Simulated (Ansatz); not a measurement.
# Os (fcc type): the cost of one run

Program: Ansatz 0.2.0. Level of theory: DFT, PBE, PAW with Ansatz's default frozen-core files, scalar-relativistic. These are calculated values, not measurements.

2 further runs of the same task are left out: 2 that didn't finish. Runs told in other sessions of the task aren't counted.

### Step 1. The starting structure

The structure is cubic, space group Fm-3m (No. 225). The conventional cell has a = 3.851 Å, b = 3.851 Å, c = 3.851 Å, α = 90.00°, β = 90.00°, γ = 90.00°. Around Os (site symmetry m-3m) lie 12 Os at 2.72 Å.

As a file:

```xyz
1
Lattice="0.0000 1.9257 1.9257 1.9257 0.0000 1.9257 1.9257 1.9257 0.0000" Properties=species:S:1:pos:R:3 pbc="T T T"
Os    0.0000    0.0000    0.0000
```

### Step 2. Cell relaxed at zero pressure, PAW

The input, input.yaml:

```yaml
crystal:
  lattice:
    - [0.0, 1.9256898635, 1.9256898635]
    - [1.9256898635, 0.0, 1.9256898635]
    - [1.9256898635, 1.9256898635, 0.0]
  atoms:
    - { symbol: Os, position: [0.0, 0.0, 0.0] }
kpoints:
  mp_grid: { grid: [18, 18, 18] }
scf:
  occupations: { method: fermi_dirac, width: 0.1 }
hamiltonian:
  xc: pbe
  pseudopotentials: { kind: paw }
output:
  forces: true
  stress: true
relax:
  f_tol: 0.005
  max_steps: 40
  cell: {}
```

Command:

```console
$ ansatz run input.yaml --threads 1 --pin off --max-ram 3584MiB --backend cpu --events-out ev --progress --plain --runs-dir out
```

**Question.** How long does this run take on 1 thread of Arm Neoverse V2, shared host, and how much memory does it need?

About 5.4 s, with a peak of 0.3 GiB.
